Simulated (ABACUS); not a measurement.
**Ge: equation of state with PBEsol**

The system is Ge.

```
Ge
1.0
    -2.57449    2.57449    1.39741
     2.57449   -2.57449    1.39741
     2.57449    2.57449   -1.39741
Ge
2
Direct
  0.50000 0.50000 0.00000
  0.25000 0.75000 0.50000
```

This isn't the form of Ge at room conditions, which is diamond.

```
Program             : ABACUS 3.10.1
Task                : equation of state
Functional          : PBEsol
Potentials or basis : PseudoDojo NC SR 0.4 PBEsol stringent
Cutoff              : 1687 eV
Density cutoff      : 6748 eV
Basis               : plane waves
k mesh              : 9 × 9 × 9
Occupations         : fermi-dirac, width 0.05 eV
Spin                : no spin polarisation
```

```
Equilibrium volume                        : 18.41 Å³/atom
Bulk modulus at fixed shape and positions : 79 GPa
Pressure derivative of the bulk modulus   : 4.6 (rough: it moves with the points fitted)
```

Energy against volume, from the lowest point:
```
volume (Å³/atom)  energy (meV/atom)
          17.413              13.75
          18.154               0.00
          18.895               2.18
          19.636              17.06
```

All runs of the series together: 3.3 min on 4 threads of Intel(R) Xeon(R) Platinum 8488C (Sapphire Rapids) (shared host).

Caveat: the cell was scaled at fixed shape and fractional positions, which overstates the stiffness of a crystal with free parameters, most of all of layers and chains.
